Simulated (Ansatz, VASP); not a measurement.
Ba in VASP and in Ansatz

The input INCAR:

```
SYSTEM = Ba
PREC = Accurate ; ENCUT = 520
EDIFF = 1E-7 ; ISMEAR = 0
SIGMA = 0.15 ; LREAL = .FALSE.
LASPH = .TRUE. ; NELM = 80
ALGO = Normal ; ISIF = 2
LWAVE = .FALSE. ; LCHARG = .TRUE.
GGA = CA ; LELF = .TRUE.
LVHAR = .TRUE. ; NBANDS = 11
```

KPOINTS

```
Automatic mesh
0
G
  15 15 12
  0 0 0
```

POSCAR

```
Ba
1.0
    4.4840782458      0.0000000000      0.0000000000
   -2.2420391229      3.8833256734      0.0000000000
    0.0000000000      0.0000000000      3.6003402360
Ba
1
Direct
    0.0000000000      0.0000000000      0.0000000000
```

Input for Ansatz:

```yaml
crystal:
  lattice:
    - [4.4840782458, 0.0, 0.0]
    - [-2.2420391229, 3.8833256734, 0.0]
    - [0.0, 0.0, 3.600340236]
  atoms:
    - { symbol: Ba, position: [0.0, 0.0, 0.0] }
basis:
  ecutwfc: 420
kpoints:
  mp_grid: { grid: [15, 15, 12] }
hamiltonian:
  xc: lda
scf:
  occupations: { method: gaussian, width: 0.15 }
output:
  forces: true
  stress: true
  eigenvalues: true
```

Change from the starting cell: strain +0.040 along x and y, -0.080 along z, atoms carried along.

Alike in both runs: task single point; functional LDA; k mesh 15 × 15 × 12; occupations gaussian, width 0.15 eV; no spin polarisation.

```csv
,VASP,Ansatz
version,VASP 6.6.1,Ansatz 0.2.0
potentials or method,"VASP PAW LDA potentials, release 64 (Ba_sv)","scalar-relativistic, plane waves, PAW"
plane-wave cutoff (eV),520,420
valence electrons in the cell,10,10
```

Ansatz gave:

| Quantity | Value |
| --- | --- |
| gap on the k mesh at the Fermi level (eV) | none |
| pressure (GPa) | -1.2 |
| largest component of the traceless stress (GPa) | 3.18 |

Question: Estimate VASP's values.

Answer: gap on the k mesh at the Fermi level (eV): none; pressure (GPa): -1.1; largest component of the traceless stress (GPa): 3.27.

A gap of «none» marks a metal or a gap that the smearing closes.

The runs have no spin-orbit coupling, so splittings on Ba are missing.
